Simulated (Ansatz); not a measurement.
The system is MoP.

```
Mo P
1.0
     3.22300    0.00000    0.00000
    -1.61150    2.79120    0.00000
     0.00000    0.00000    3.19100
Mo P
1 1
Direct
  0.00000 0.00000 0.00000
  0.33333 0.66667 0.50000
```

Base run:

```yaml
Program: Ansatz 0.2.0
Functional: BLYP
Potentials_or_basis: all-electron LAPW, scalar-relativistic
Cutoff: 253 eV (chosen from the basis error)
Basis_error_allowed: 0.001 eV/atom
k_mesh: 10 × 10 × 8
Occupations: fermi-dirac, width 0.05 eV
Spin: no spin polarisation
```

Its results: pressure 13.5 GPa.

After a change of settings the same cell gave: pressure -3.8 GPa. Which change was it?
A. functional from BLYP to PBEsol
B. functional from BLYP to RPBE; occupations from fermi-dirac, width 0.05 eV to gaussian, width 0.1 eV
C. functional from BLYP to LDA

A.

PBEsol binds more tightly than BLYP, so the same cell stands under less pressure.

Runs at the PBE level aren't shown here.
